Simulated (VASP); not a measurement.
# Ag (Fm-3m) in VASP: a series of runs

The runs below take Ag through relaxation of cell and atoms, relaxation of the atoms, with r2SCAN.

Everything below comes from runs of VASP 6.6.1. Logs are shortened: lines on timing, memory, paths and dates and some standing lists are left out, and cuts for length are marked.

**1. Starting point**

It takes space group Fm-3m (No. 225, cubic). The conventional cell has a = 4.106 Å, b = 4.106 Å, c = 4.106 Å, α = 90.00°, β = 90.00°, γ = 90.00°. Around Ag (site symmetry m-3m) lie 12 Ag at 2.90 Å.

**2. Relaxation of cell and atoms, r2SCAN**

The input, INCAR:

```
SYSTEM = Ag
PREC = Accurate
ENCUT = 600
EDIFF = 1E-7
ISMEAR = 1
SIGMA = 0.1
LREAL = .FALSE.
LASPH = .TRUE.
NELM = 80
ALGO = Normal
ISIF = 3
LWAVE = .FALSE.
LCHARG = .FALSE.
METAGGA = R2SCAN
LMIXTAU = .TRUE.
IBRION = 2
NSW = 90
EDIFFG = -0.005
```

The input, KPOINTS:

```
Automatic mesh
0
G
  16 16 16
  0 0 0
```

The input, POSCAR:

```
Ag                                      
1.0
    0.0000000000      2.0530694954      2.0530694954
    2.0530694954      0.0000000000      2.0530694954
    2.0530694954      2.0530694954     -0.0000000000
  Ag            
     1
Direct
     0.0000000000000000    0.0000000000000000    0.0000000000000000
```

Potentials or basis: VASP PAW PBE potentials, release 64 (Ag).

The run is started by

```
$ cat potpaw_PBE.64/Ag/POTCAR > POTCAR
$ mpirun -np 1 vasp_std > vasp.out
```

OUTCAR:

```text
SYSTEM = Ag
   PREC = Accurate
   ENCUT = 600
   EDIFF = 1E-7
   ISMEAR = 1
   LREAL = .FALSE.
   LASPH = .TRUE.
   NELM = 80
   ISIF = 3
   METAGGA = R2SCAN
   IBRION = 2
   NSW = 90
   EDIFFG = -0.005

 ion  position               nearest neighbor table
   1  0.000  0.000  0.000-

  LATTYP: Found a face centered cubic cell.
 ALAT       =     4.1061389908

  Lattice vectors:

 A1 = (   0.0000000000,   2.0530694954,   2.0530694954)
 A2 = (   2.0530694954,   0.0000000000,   2.0530694954)
 A3 = (   2.0530694954,   2.0530694954,   0.0000000000)

Analysis of symmetry for initial positions (statically):
=====================================================================
 Subroutine PRICEL returns:
 Original cell was already a primitive cell.

 Routine SETGRP: Setting up the symmetry group for a
 face centered cubic supercell.

 Subroutine GETGRP returns: Found 48 space group operations
 (whereof 48 operations were pure point group operations)
 out of a pool of 48 trial point group operations.

The static configuration has the point symmetry O_h .

Analysis of symmetry for dynamics (positions and initial velocities):
=====================================================================
 Subroutine PRICEL returns:
 Original cell was already a primitive cell.

 Routine SETGRP: Setting up the symmetry group for a
 face centered cubic supercell.

 Subroutine GETGRP returns: Found 48 space group operations
 (whereof 48 operations were pure point group operations)
 out of a pool of 48 trial point group operations.

The dynamic configuration has the point symmetry O_h .

 Subroutine INISYM returns: Found 48 space group operations
 (whereof 48 operations are pure point group operations),
 and found     1 'primitive' translations

----------------------------------------------------------------------------------------

                                     Primitive cell

  volume of cell :      17.3078

  direct lattice vectors                    reciprocal lattice vectors
     0.000000000  2.053069495  2.053069495    -0.243537786  0.243537786  0.243537786
     2.053069495  0.000000000  2.053069495     0.243537786 -0.243537786  0.243537786
     2.053069495  2.053069495  0.000000000     0.243537786  0.243537786 -0.243537786

  length of vectors
     2.903478725  2.903478725  2.903478725     0.421819819  0.421819819  0.421819819

  position of ions in fractional coordinates (direct lattice)
     0.000000000  0.000000000  0.000000000

  ion indices of the primitive-cell ions
   primitive index   ion index
                 1           1

----------------------------------------------------------------------------------------

 KPOINTS: Automatic mesh

Automatic generation of k-mesh.
 Grid dimensions read from file:
 generate k-points for:   16   16   16

 Generating k-lattice:

  Cartesian coordinates                     Fractional coordinates (reciprocal lattice)
    -0.015221112  0.015221112  0.015221112     0.062500000  0.000000000  0.000000000
     0.015221112 -0.015221112  0.015221112     0.000000000  0.062500000  0.000000000
     0.015221112  0.015221112 -0.015221112     0.000000000  0.000000000  0.062500000

  Length of vectors
     0.026363739  0.026363739  0.026363739

  Shift w.r.t. Gamma in fractional coordinates (k-lattice)
     0.000000000  0.000000000  0.000000000

 Subroutine IBZKPT returns following result:
 ===========================================

 Found    145 irreducible k-points:

 Following reciprocal coordinates:
            Coordinates               Weight
  0.000000  0.000000  0.000000      1.000000
  0.062500  0.000000  0.000000      8.000000
  0.125000  0.000000  0.000000      8.000000
  0.187500  0.000000  0.000000      8.000000
  0.250000  0.000000  0.000000      8.000000
  0.312500  0.000000  0.000000      8.000000
[... 16 lines left out ...]
 -0.125000  0.062500  0.000000     24.000000
 -0.062500  0.062500  0.000000     12.000000
 [... further k-points ...]
   k-points           NKPTS =    145   k-points in BZ     NKDIM =    145   number of bands    NBANDS=      9
   number of dos      NEDOS =    301   number of ions     NIONS =      1
   total plane-waves  NPLWV =  13824
   dimension x,y,z NGX =    24 NGY =   24 NGZ =   24
   dimension x,y,z NGXF=    48 NGYF=   48 NGZF=   48
   ions per type =               1
   NGX,Y,Z   is equivalent  to a cutoff of  13.74, 13.74, 13.74 a.u.
   NGXF,Y,Z  is equivalent  to a cutoff of  27.48, 27.48, 27.48 a.u.
 SYSTEM =  Ag
   PREC   = accura    normal or accurate (medium, high low for compatibility)
   ISTART =      0    job   : 0-new  1-cont  2-samecut
   ICHARG =      2    charge: 1-file 2-atom 10-const
   ISPIN  =      1    spin polarized calculation?
   LNONCOLLINEAR =      F non collinear calculations
   LSORBIT =      F    spin-orbit coupling
   LASPH  =      T    aspherical Exc in radial PAW
   ENCUT  =  600.0 eV  44.10 Ry    6.64 a.u.   5.80  5.80  5.80*2*pi/ulx,y,z
   NELM   =     80;   NELMIN=  2; NELMDL= -5     # of ELM steps
   EDIFF  = 0.1E-06   stopping-criterion for ELM
   LREAL  =      F    real-space projection
   EDIFFG = -.5E-02   stopping-criterion for IOM
   NSW    =     90    number of steps for IOM
   IBRION =      2    ionic relax: 0-MD 1-quasi-New 2-CG
   NFREE  =      1    steps in history (QN), initial steepest desc. (CG)
   ISIF   =      3    stress and relaxation
   ISYM   =      2    0-nonsym 1-usesym 2-fastsym
   POTIM  = 0.5000    time-step for ionic-motion
   TEBEG  =    0.0;   TEEND  =   0.0 temperature during run
   PSTRESS=    0.0 pullay stress
   NELECT =      11.0000    total number of electrons
   NUPDOWN=      -1.0000    fix difference up-down
   EMIN   =  10.00;   EMAX   =-10.00  energy-range for DOS
   EFERMI =   0.00;   METHOD = LEGACY
   ISMEAR =     1;   SIGMA  =   0.10  broadening in eV -4-tet -1-fermi 0-gaus
   EFERMI_NEDOS =   21; number of points for ismear=-14 and -15
   IALGO  =     38    algorithm
   IMIX   =      4    mixing-type and parameters
     AMIX     =   0.40;   BMIX     =  1.00
     AMIX_MAG =   1.60;   BMIX_MAG =  1.00
  volume/ion in A,a.u.               =      17.31       116.80
  Fermi-wavevector in a.u.,A,eV,Ry     =   1.407534  2.659853 26.955190  1.981151
  Thomas-Fermi vector in A             =   2.529783
   LORBIT       =      0    0 simple, 1 ext, 2 COOP (PROOUT), +10 PAW based schemes
   METAGGA = R2SCAN    functional components
   LHFCALC =     F    Hartree Fock is set to
   AEXX    =    0.0000 exact exchange contribution
   IVDW    =     0    specifies the selected vdW correction
   LEPSILON=     F    determine dielectric tensor
   LRPA    =     F    only Hartree local field effects (RPA)
 conjugate gradient relaxation of ions
 non-spin polarized calculation
 Methfessel and Paxton  Order N= 1 SIGMA  =   0.10
  energy-cutoff  :      600.00
  volume of cell :       17.31
 maximum number of plane-waves:       604
   NGX = 11   NGY = 11   NGZ = 11

 number of electron      10.9999999 magnetization

 Free energy of the ion-electron system (eV)
  ---------------------------------------------------
  ext. energy  EPLUGINS =         0.00000000
  ---------------------------------------------------
  free energy    TOTEN  =       -21.35839213 eV

  energy without entropy =      -21.35789018  energy(sigma->0) =      -21.35822481

 E-fermi :   8.1741     XC(G=0): -12.8639

 val. band max:        8.1444602554   @ k =   0.5000   0.0625   0.0000
 cond. band min:       8.1808122813   @ k =   0.5000   0.1875   0.0625
 fundamental gap:      0.0363520259
 Fermi energy:         8.1741231543

 k-point     1 :       0.0000    0.0000    0.0000
  band No.  band energies     occupation
      1       0.3811      2.00000
      2       3.1426      2.00000
      3       3.1426      2.00000
      4       3.1426      2.00000
      5       4.1601      2.00000
      6       4.1601      2.00000
      7      24.8455      0.00000
      8      28.4784      0.00000
      9      28.4784      0.00000

 k-point     2 :       0.0625    0.0000    0.0000
  band No.  band energies     occupation
      1       0.5058      2.00000
      2       3.1152      2.00000
      3       3.1765      2.00000
      4       3.1765      2.00000
      5       4.1474      2.00000
      6       4.1474      2.00000
      7      24.8524      0.00000
      8      27.4103      0.00000
      9      28.5175      0.00000

 k-point     3 :       0.1250    0.0000    0.0000
  band No.  band energies     occupation
      1       0.8596      2.00000
      2       3.0605      2.00000
      3       3.2603      2.00000
      4       3.2603      2.00000
      5       4.1270      2.00000
      6       4.1270      2.00000
      7      24.2572      0.00000
      8      25.9733      0.00000
      9      28.5990      0.00000

 k-point     4 :       0.1875    0.0000    0.0000
  band No.  band energies     occupation
      1       1.3472      2.00000
      2       3.0919      2.00000
      3       3.3369      2.00000
      4       3.3369      2.00000
      5       4.1545      2.00000
      6       4.1545      2.00000
      7      22.1390      0.00000
      8      25.7063      0.00000
      9      28.6149      0.00000

 k-point     5 :       0.2500    0.0000    0.0000
  band No.  band energies     occupation
      1       1.7031      2.00000
      2       3.3400      2.00000
      3       3.3400      2.00000
      4       3.4943      2.00000
      5       4.2887      2.00000
      6       4.2887      2.00000
      7      19.6610      0.00000
      8      25.4383      0.00000
      9      28.4062      0.00000

 k-point     6 :       0.3125    0.0000    0.0000
  band No.  band energies     occupation
      1       1.7604      2.00000
      2       3.2767      2.00000
      3       3.2768      2.00000
      4       4.4441      2.00000
      5       4.5063      2.00000
      6       4.5063      2.00000
      7      17.1888      0.00000
      8      24.9751      0.00000
      9      27.9098      0.00000
[... 169 lines left out ...]
 k-point    21 :      -0.2500    0.0625    0.0000
  band No.  band energies     occupation
      1       1.8415      2.00000
      2       3.2676      2.00000
      3       3.3718      2.00000
      4       3.5985      2.00000
      5       4.1949      2.00000
      6       4.7215      2.00000
      7      18.9125      0.00000
      8      24.6865      0.00000
      9      27.0816      0.00000

 k-point    22 :      -0.1875    0.0625    0.0000
  band No.  band energies     occupation
      1       1.5991      2.00000
      2       3.0364      2.00000
      3       3.3952      2.00000
      4       3.4063      2.00000
      5       4.0323      2.00000
      6       4.3937      2.00000
      7      21.4104      0.00000
      8      24.9897      0.00000
      9      27.6207      0.00000

 k-point    23 :      -0.1250    0.0625    0.0000
  band No.  band energies     occupation
      1       1.1193      2.00000
      2       2.9862      2.00000
      3       3.3203      2.00000
      4       3.3498      2.00000
      5       4.0179      2.00000
      6       4.2380      2.00000
      7      23.7517      0.00000
      8      25.2733      0.00000
      9      27.6956      0.00000

 k-point    24 :      -0.0625    0.0625    0.0000
  band No.  band energies     occupation
      1       0.7082      2.00000
      2       3.0579      2.00000
      3       3.2226      2.00000
      4       3.2523      2.00000
      5       4.0819      2.00000
      6       4.1812      2.00000
      7      24.7957      0.00000
      8      26.3996      0.00000
      9      27.8250      0.00000

 [... further k-points ...]

------------------------ aborting loop because EDIFF is reached ----------------------------------------

  FORCE on cell =-STRESS in cart. coord.  units (eV):
  Direction    XX          YY          ZZ          XY          YZ          ZX
  --------------------------------------------------------------------------------------
  -------------------------------------------------------------------------------------
  Total        0.0025025      0.0025025      0.0025025     -0.0000000      0.0000000      0.0000000
  in kB        0.2316574      0.2316574      0.2316574     -0.0000000      0.0000000      0.0000000
  external PRESSURE =       0.2316574 kB  Pullay stress =       0.0000000 kB

 VOLUME and BASIS-vectors are now :
 -----------------------------------------------------------------------------
  energy-cutoff  :      600.00
  volume of cell :       17.31
      direct lattice vectors                 reciprocal lattice vectors
     0.000000000  2.053069495  2.053069495    -0.243537786  0.243537786  0.243537786
     2.053069495  0.000000000  2.053069495     0.243537786 -0.243537786  0.243537786
     2.053069495  2.053069495  0.000000000     0.243537786  0.243537786 -0.243537786

 POSITION                                       TOTAL-FORCE (eV/Angst)
 -----------------------------------------------------------------------------------
      0.00000      0.00000      0.00000         0.000000      0.000000      0.000000
 -----------------------------------------------------------------------------------
    total drift:                               -0.000000      0.000000      0.000000

  FREE ENERGIE OF THE ION-ELECTRON SYSTEM (eV)
  ---------------------------------------------------
  free  energy   TOTEN  =       -21.3583921280 eV

  energy  without entropy=      -21.3578901818  energy(sigma->0) =      -21.35822481

 reached required accuracy - stopping structural energy minimisation
```

Run time: 63 s. Hardware: 1 thread of AMD EPYC 9R45 (Zen 5), shared host; peak memory 0.14 GiB.

Results:

```yaml
Free_energy: -21.3584 eV
Pressure_after_relaxing: 0.0 GPa
Band_gap_on_the_k_mesh: none (metal or under the smearing width)
```

Final structure:
```xyz
1
Lattice="0.0000 2.0531 2.0531 2.0531 0.0000 2.0531 2.0531 2.0531 0.0000" Properties=species:S:1:pos:R:3 pbc="T T T"
Ag    0.0000    0.0000    0.0000
```

Levels at points of the mesh, in eV from the Fermi level:
```
           k point  band 4  band 5  band 6  band 7  band 8  band 9
(0.00, 0.00, 0.00)   -5.03   -4.01   -4.01   16.67   20.30   20.30
(0.50, 0.00, 0.00)   -3.22   -3.22   -0.24    3.68   15.90   18.50
(0.50, 0.50, 0.00)   -3.01   -3.01    1.80    6.91   11.11   11.11
```

Caveat: the relaxation stopped at its first step, so nothing moved; the PAW data sets were made with another functional, which shifts forces and pressure a little.

**3. Relaxation of the atoms, r2SCAN (a relaxed cell with its volume scaled by 0.94)**

Edit INCAR of step 2 so:

```diff
@@ -10,3 +10,3 @@
 ALGO = Normal
-ISIF = 3
+ISIF = 2
 LWAVE = .FALSE.
@@ -16,3 +16,3 @@
 IBRION = 2
-NSW = 90
-EDIFFG = -0.005
+NSW = 40
+EDIFFG = -0.01
```

KPOINTS is that of step 2.

The input, POSCAR:

```
Ag                                      
1.0
    0.0000000000      2.0111583579      2.0111583579
    2.0111583579      0.0000000000      2.0111583579
    2.0111583579      2.0111583579      0.0000000000
  Ag            
     1
Direct
     0.0000000000000000    0.0000000000000000    0.0000000000000000
```

Potentials or basis: VASP PAW PBE potentials, release 64 (Ag).

The run is started by

```
$ cat potpaw_PBE.64/Ag/POTCAR > POTCAR
$ mpirun -np 1 vasp_std > vasp.out
```

Run time: 62 s. Hardware: 1 thread of AMD EPYC 9R45 (Zen 5), shared host; peak memory 0.14 GiB.

Results (log left out):

```yaml
Free_energy: -21.3346 eV
Pressure_after_relaxing: 7.7 GPa
Band_gap_on_the_k_mesh: none (metal or under the smearing width)
```

Final structure:
```yaml
crystal:
  lattice:
    - [0.00000, 2.01116, 2.01116]
    - [2.01116, 0.00000, 2.01116]
    - [2.01116, 2.01116, 0.00000]
  atoms:
    - { symbol: Ag, position: [0.00000, 0.00000, 0.00000] }
```

Levels at points of the mesh, in eV from the Fermi level:
```csv
k point,band 2,band 3,band 4,band 5,band 6,band 7,band 8,band 9
"(0.00, 0.00, 0.00)",-5.28,-5.28,-5.28,-4.14,-4.14,16.81,20.83,20.83
"(0.50, 0.00, 0.00)",-5.31,-5.31,-3.26,-3.26,-0.43,4.03,16.05,19.18
"(0.50, 0.50, 0.00)",-6.94,-3.30,-3.02,-3.02,1.73,7.41,11.44,11.44
```

Caveat: the relaxation stopped at its first step, so nothing moved; the PAW data sets were made with another functional, which shifts forces and pressure a little.

[end of part 1 of 2]
